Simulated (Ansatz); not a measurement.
BN:

```xyz
2
Lattice="0.0000 1.8130 1.8130 1.8130 0.0000 1.8130 1.8130 1.8130 0.0000" Properties=species:S:1:pos:R:3 pbc="T T T"
N     0.9065    0.9065    0.9065
B     0.0000    0.0000    0.0000
```

The cell is a database's computed one.

Base run:

| Quantity | Value |
| --- | --- |
| Program | Ansatz 0.2.0 |
| Functional | RPBE |
| Potentials or basis | all-electron LAPW, scalar-relativistic |
| Cutoff | 445 eV |
| Density cutoff | 1779 eV |
| Basis error allowed | 0.001 eV/atom |
| k mesh | 13 × 13 × 13 |
| Occupations | fermi-dirac, width 0.05 eV |
| Spin | no spin polarisation |

Its results: band gap on the k mesh 4.57 eV, indirect (least direct gap 8.85 eV); pressure 5.4 GPa.

Problem. The run is repeated on the same cell with these changes: functional from RPBE to LDA. What comes out?

Solution. Band gap on the k mesh 4.42 eV, indirect (least direct gap 8.65 eV); pressure -14.1 GPa.

LDA binds more tightly than RPBE, so the same cell stands under less pressure.

A k mesh can miss the band edges.

Not every run made on this cell is shown here.
